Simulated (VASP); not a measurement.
# Sb (P2_1/m) in VASP: single point with HSE06

Aim: the single point of Sb with HSE06.

All numbers are computed with VASP 6.6.1; they aren't measurements. Logs are shortened: lines on timing, memory, paths and dates and some standing lists are left out, and cuts for length are marked.

## 1. Starting point

Symmetry: Pm-3m, No. 221, cubic system. Conventional cell: a = 3.063 Å, b = 3.063 Å, c = 3.063 Å, α = 90.00°, β = 90.00°, γ = 90.00°. Sb (site symmetry m-3m) is surrounded by 6 Sb at 3.06 to 3.07 Å.

This isn't the form of Sb at room conditions, which is rhombohedral.

## 2. Single point, HSE06

The input, POSCAR:

```
Sb
1.0
    3.0655800000      0.0000000000      0.0152100000
    0.0000000000      4.3289800000      0.0000000000
   -0.0166700000      0.0000000000      4.3295000000
Sb
2
Direct
    0.0004300000      0.7500000000      0.7499400000
    0.9995700000      0.2500000000      0.2500600000
```

The input, INCAR.step1:

```
SYSTEM = Sb
  PREC = Accurate
  ENCUT = 520
  EDIFF = 1E-5
  ISMEAR = 0
  SIGMA = 0.1
  LREAL = .False.
  LASPH = .True.
  NELM = 100
  ALGO = Normal
  ISIF = 2
  LWAVE = .True.
  LCHARG = .False.
  NBANDS = 12
  GGA = PE
```

The input, INCAR.step2:

```
SYSTEM = Sb
  PREC = Accurate
  ENCUT = 520
  EDIFF = 1E-7
  ISMEAR = 0
  SIGMA = 0.1
  LREAL = .False.
  LASPH = .True.
  NELM = 100
  ALGO = Normal
  ISIF = 2
  LWAVE = .False.
  LCHARG = .False.
  GGA = PE
  LHFCALC = .True.
  HFSCREEN = 0.2
  PRECFOCK = Fast
  NBANDS = 12
  ISTART = 1
```

The input, KPOINTS:

```
Automatic mesh
0
Gamma
  6 6 6
  0 0 0
```

Potentials or basis: VASP PAW PBE potentials, release 64 (Sb).

On the command line:

```console
> cat potpaw_PBE.64/Sb/POTCAR > POTCAR
> cp INCAR.step1 INCAR
> mpirun -np 1 vasp_std > vasp.out
> cp INCAR.step2 INCAR
> mpirun -np 1 vasp_std > vasp.out
```

OUTCAR:

```text
SYSTEM = Sb
   PREC = Accurate
   ENCUT = 520
   EDIFF = 1E-7
   ISMEAR = 0
   LREAL = .False.
   LASPH = .True.
   NELM = 100
   ISIF = 2
   GGA = PE
   LHFCALC = .True.
   HFSCREEN = 0.2
   PRECFOCK = Fast
   ISTART = 1

 ion  position               nearest neighbor table
   1  0.000  0.750  0.750-   2 3.06   2 3.06   2 3.06   2 3.06
   2  1.000  0.250  0.250-   1 3.06   1 3.06   1 3.06   1 3.06

  LATTYP: Found a simple monoclinic cell.
 ALAT       =     3.0656177323
 B/A-ratio  =     1.4121069155
 C/A-ratio  =     1.4122870072
 COS(beta)  =    -0.0011111897

  Lattice vectors:

 A1 = (   3.0655800000,   0.0000000000,   0.0152100000)
 A2 = (   0.0000000000,  -4.3289800000,   0.0000000000)
 A3 = (   0.0166700000,   0.0000000000,  -4.3295000000)

Analysis of symmetry for initial positions (statically):
=====================================================================
 Subroutine PRICEL returns:
 Original cell was already a primitive cell.

 Routine SETGRP: Setting up the symmetry group for a
 simple monoclinic supercell.

 Subroutine GETGRP returns: Found  4 space group operations
 (whereof  2 operations were pure point group operations)
 out of a pool of  4 trial point group operations.

The static configuration has the point symmetry S_2 .
 The point group associated with its full space group is C_2h.

Analysis of symmetry for dynamics (positions and initial velocities):
=====================================================================
 Subroutine PRICEL returns:
 Original cell was already a primitive cell.

 Routine SETGRP: Setting up the symmetry group for a
 simple monoclinic supercell.

 Subroutine GETGRP returns: Found  4 space group operations
 (whereof  2 operations were pure point group operations)
 out of a pool of  4 trial point group operations.

The dynamic configuration has the point symmetry S_2 .
 The point group associated with its full space group is C_2h.

 Subroutine INISYM returns: Found  4 space group operations
 (whereof  2 operations are pure point group operations),
 and found     1 'primitive' translations

----------------------------------------------------------------------------------------

                                     Primitive cell

  volume of cell :      57.4572

  direct lattice vectors                    reciprocal lattice vectors
     3.065580000  0.000000000  0.015210000     0.326196314  0.000000000  0.001255963
     0.000000000  4.328980000  0.000000000     0.000000000  0.231001298  0.000000000
    -0.016670000  0.000000000  4.329500000    -0.001145963  0.000000000  0.230969141

  length of vectors
     3.065617732  4.328980000  4.329532092     0.326198732  0.231001298  0.230971984

  position of ions in fractional coordinates (direct lattice)
     0.000430000  0.750000000  0.749940000
     0.999570000  0.250000000  0.250060000

  ion indices of the primitive-cell ions
   primitive index   ion index
                 1           1
                 2           2

----------------------------------------------------------------------------------------

 KPOINTS: Automatic mesh

Automatic generation of k-mesh.
 Grid dimensions read from file:
 generate k-points for:    6    6    6

 Generating k-lattice:

  Cartesian coordinates                     Fractional coordinates (reciprocal lattice)
     0.054366052  0.000000000  0.000209327     0.166666667  0.000000000  0.000000000
     0.000000000  0.038500216  0.000000000     0.000000000  0.166666667  0.000000000
    -0.000190994  0.000000000  0.038494857    -0.000000000  0.000000000  0.166666667

  Length of vectors
     0.054366455  0.038500216  0.038495331

  Shift w.r.t. Gamma in fractional coordinates (k-lattice)
     0.000000000  0.000000000  0.000000000

 Subroutine IBZKPT returns following result:
 ===========================================

 Found     80 irreducible k-points:

 Following reciprocal coordinates:
            Coordinates               Weight
  0.000000  0.000000  0.000000      1.000000
  0.166667  0.000000  0.000000      2.000000
  0.333333  0.000000  0.000000      2.000000
  0.500000  0.000000  0.000000      1.000000
  0.000000  0.166667  0.000000      2.000000
  0.166667  0.166667  0.000000      4.000000
[... 16 lines left out ...]
 -0.000000  0.166667  0.166667      4.000000
  0.166667  0.166667  0.166667      4.000000
 [... further k-points ...]
   k-points           NKPTS =     80   k-points in BZ     NKDIM =    216   number of bands    NBANDS=     12
   number of dos      NEDOS =    301   number of ions     NIONS =      2
   total plane-waves  NPLWV =  24576
   dimension x,y,z NGX =    24 NGY =   32 NGZ =   32
   dimension x,y,z NGXF=    48 NGYF=   64 NGZF=   64
   ions per type =               2
   NGX,Y,Z   is equivalent  to a cutoff of  13.02, 12.29, 12.29 a.u.
   NGXF,Y,Z  is equivalent  to a cutoff of  26.03, 24.58, 24.57 a.u.
 SYSTEM =  Sb
   PREC   = accura    normal or accurate (medium, high low for compatibility)
   ISTART =      1    job   : 0-new  1-cont  2-samecut
   ICHARG =      0    charge: 1-file 2-atom 10-const
   ISPIN  =      1    spin polarized calculation?
   LNONCOLLINEAR =      F non collinear calculations
   LSORBIT =      F    spin-orbit coupling
   LASPH  =      T    aspherical Exc in radial PAW
   ENCUT  =  520.0 eV  38.22 Ry    6.18 a.u.   5.70  8.05  8.05*2*pi/ulx,y,z
   NELM   =    100;   NELMIN=  2; NELMDL=  0     # of ELM steps
   EDIFF  = 0.1E-06   stopping-criterion for ELM
   LREAL  =      F    real-space projection
   EDIFFG = 0.1E-05   stopping-criterion for IOM
   NSW    =      0    number of steps for IOM
   IBRION =     -1    ionic relax: 0-MD 1-quasi-New 2-CG
   NFREE  =      0    steps in history (QN), initial steepest desc. (CG)
   ISIF   =      2    stress and relaxation
   ISYM   =      3    0-nonsym 1-usesym 2-fastsym
   POTIM  = 0.5000    time-step for ionic-motion
   TEBEG  =    0.0;   TEEND  =   0.0 temperature during run
   PSTRESS=    0.0 pullay stress
   NELECT =      10.0000    total number of electrons
   NUPDOWN=      -1.0000    fix difference up-down
   EMIN   =  10.00;   EMAX   =-10.00  energy-range for DOS
   EFERMI =   0.00;   METHOD = LEGACY
   ISMEAR =     0;   SIGMA  =   0.10  broadening in eV -4-tet -1-fermi 0-gaus
   EFERMI_NEDOS =   21; number of points for ismear=-14 and -15
   IALGO  =     38    algorithm
   IMIX   =      1    mixing-type and parameters
     AMIX     =   0.40;   BMIX     =  1.00
     AMIX_MAG =   1.60;   BMIX_MAG =  1.00
  volume/ion in A,a.u.               =      28.73       193.87
  Fermi-wavevector in a.u.,A,eV,Ry     =   0.914029  1.727265 11.366979  0.835449
  Thomas-Fermi vector in A             =   2.038609
   LORBIT       =      0    0 simple, 1 ext, 2 COOP (PROOUT), +10 PAW based schemes
   GGA     = PE    functional components
   LHFCALC =     T    Hartree Fock is set to
   PRECFOCK=fast      Normal, Fast or Accurate (Low or Medium for compatibility)
   ENCUT4O =  -1.0   cutoff for four orbital integrals eV
   NKREDX  =     1    reduce k-point grid by
   NKREDY  =     1    reduce k-point grid by
   NKREDZ  =     1    reduce k-point grid by
   AEXX    =    0.2500 exact exchange contribution
   HFSCREEN=    0.2000 screening length (either q_TF or 0.3 A-1)
   HFSCREENC=   0.2000 screening length for correlation (either q_TF or 0.3 A-1)
   ENCUTFOCK=  -1.0 apply spherical cutoff to Coloumb kernel
   IVDW    =     0    specifies the selected vdW correction
   LEPSILON=     F    determine dielectric tensor
   LRPA    =     F    only Hartree local field effects (RPA)
 non-spin polarized calculation
 Gauss-broadening in eV      SIGMA  =   0.10
  energy-cutoff  :      520.00
  volume of cell :       57.46
 maximum number of plane-waves:      1608
  NGX = 14; NGY = 20; NGZ = 20

 number of electron       9.9999998 magnetization

 Free energy of the ion-electron system (eV)
  ---------------------------------------------------
  ext. energy  EPLUGINS =         0.00000000
  ---------------------------------------------------
  free energy    TOTEN  =       -10.03766976 eV

  energy without entropy =      -10.03039392  energy(sigma->0) =      -10.03403184

 E-fermi :   7.6899     XC(G=0):  -8.1478

 val. band max:        7.6834154981   @ k =   0.1667   0.1667   0.1667
 cond. band min:       7.6954734885   @ k =  -0.1667   0.0000   0.1667
 fundamental gap:      0.0120579904
 Fermi energy:         7.6899128821

 k-point     1 :       0.0000    0.0000    0.0000
  band No.  band energies     occupation
      1      -6.7069      2.00000
      2      -0.7133      2.00000
      3       3.1593      2.00000
      4       3.1610      2.00000
      5       9.8007      0.00000
      6      11.3162      0.00000
      7      11.3301      0.00000
      8      11.3313      0.00000
      9      14.8840      0.00000
     10      14.8959      0.00000
     11      16.0507      0.00000
     12      16.6318      0.00000

 k-point     2 :       0.1667    0.0000    0.0000
  band No.  band energies     occupation
      1      -6.2493      2.00000
      2      -0.2260      2.00000
      3       3.5902      2.00000
      4       3.5919      2.00000
      5       7.4827      1.99661
      6      10.2160      0.00000
      7      11.7759      0.00000
      8      11.7766      0.00000
      9      12.7284      0.00000
     10      15.2446      0.00000
     11      16.3005      0.00000
     12      17.6005      0.00000

 k-point     3 :       0.3333    0.0000    0.0000
  band No.  band energies     occupation
      1      -4.9681      2.00000
      2       1.2264      2.00000
      3       3.0500      2.00000
      4       4.6655      2.00000
      5       4.6671      2.00000
      6       8.2203      0.00000
      7      11.4162      0.00000
      8      12.8929      0.00000
      9      12.8936      0.00000
     10      14.2041      0.00000
     11      14.2058      0.00000
     12      16.2243      0.00000
[... 286 lines left out ...]
 k-point    23 :      -0.0000    0.1667    0.1667
  band No.  band energies     occupation
      1      -6.2487      2.00000
      2      -2.0116      2.00000
      3       2.3451      2.00000
      4       5.5912      2.00000
      5       7.4691      1.99821
      6      11.4524      0.00000
      7      11.7642      0.00000
      8      11.7784      0.00000
      9      15.2342      0.00000
     10      15.2549      0.00000
     11      16.2884      0.00000
     12      19.7833      0.00000

 k-point    24 :       0.1667    0.1667    0.1667
  band No.  band energies     occupation
      1      -5.7910      2.00000
      2      -1.5359      2.00000
      3       2.7812      2.00000
      4       6.0171      2.00000
      5       7.6834      1.07321
      6       8.1959      0.00000
      7      11.8092      0.00000
      8      11.8437      0.00000
      9      12.2238      0.00000
     10      16.0933      0.00000
     11      16.6181      0.00000
     12      19.2282      0.00000

 [... further k-points ...]

------------------------ aborting loop because EDIFF is reached ----------------------------------------

  FORCE on cell =-STRESS in cart. coord.  units (eV):
  Direction    XX          YY          ZZ          XY          YZ          ZX
  --------------------------------------------------------------------------------------
  -------------------------------------------------------------------------------------
  Total       -1.2608865      0.1748407      0.1721225      0.0000000      0.0000000     -0.0135922
  in kB      -35.1594695      4.8753831      4.7995887      0.0000000      0.0000000     -0.3790139
  external PRESSURE =      -8.4948326 kB  Pullay stress =       0.0000000 kB

 VOLUME and BASIS-vectors are now :
 -----------------------------------------------------------------------------
  energy-cutoff  :      520.00
  volume of cell :       57.46
      direct lattice vectors                 reciprocal lattice vectors
     3.065580000  0.000000000  0.015210000     0.326196314  0.000000000  0.001255963
     0.000000000  4.328980000  0.000000000     0.000000000  0.231001298  0.000000000
    -0.016670000  0.000000000  4.329500000    -0.001145963  0.000000000  0.230969141

 POSITION                                       TOTAL-FORCE (eV/Angst)
 -----------------------------------------------------------------------------------
     -0.01118      3.24673      3.24687        -0.002079      0.000000      0.001095
      3.06009      1.08224      1.09784         0.002079      0.000000     -0.001095
 -----------------------------------------------------------------------------------
    total drift:                               -0.000000     -0.000000     -0.000000

  FREE ENERGIE OF THE ION-ELECTRON SYSTEM (eV)
  ---------------------------------------------------
  free  energy   TOTEN  =       -10.0376697620 eV

  energy  without entropy=      -10.0303939222  energy(sigma->0) =      -10.03403184
```

Wall time 45 min (1 thread of Intel Xeon 6975P-C (Granite Rapids), shared host); peak memory 0.32 GiB.

Results:

| Quantity | Value |
| --- | --- |
| Free energy | -10.0377 eV |
| Pressure | -0.8 GPa |
| Band gap on the k mesh | none (metal or under the smearing width) |

Forces on the atoms (eV/Å):
```
Sb  -0.002  0.000  0.001
Sb   0.002  0.000 -0.001
```

Levels at points of the mesh, in eV from the Fermi level:
| k point | band 3 | band 4 | band 5 | band 6 | band 7 | band 8 |
| --- | --- | --- | --- | --- | --- | --- |
| (0.00, 0.00, 0.00) | -4.53 | -4.53 | 2.11 | 3.63 | 3.64 | 3.64 |
| (0.50, 0.00, 0.00) | -4.80 | -2.29 | -2.29 | -2.27 | 4.99 | 4.99 |
| (0.00, 0.50, 0.00) | -1.91 | -1.91 | -1.24 | -1.24 | 5.54 | 5.54 |
| (0.50, 0.50, 0.00) | -5.01 | -5.01 | 0.41 | 0.41 | 1.71 | 1.71 |
| (0.00, 0.00, 0.50) | -1.92 | -1.91 | -1.24 | -1.24 | 5.54 | 5.54 |
| (0.50, 0.00, 0.50) | -5.02 | -5.01 | 0.41 | 0.42 | 1.72 | 1.72 |
| (0.00, 0.50, 0.50) | -6.92 | -6.92 | 5.97 | 5.97 | 5.99 | 5.99 |
| (0.50, 0.50, 0.50) | -4.54 | -4.54 | -4.53 | -4.53 | 2.10 | 2.10 |

Caveat: the PAW data sets were made with another functional, which shifts forces and pressure a little.
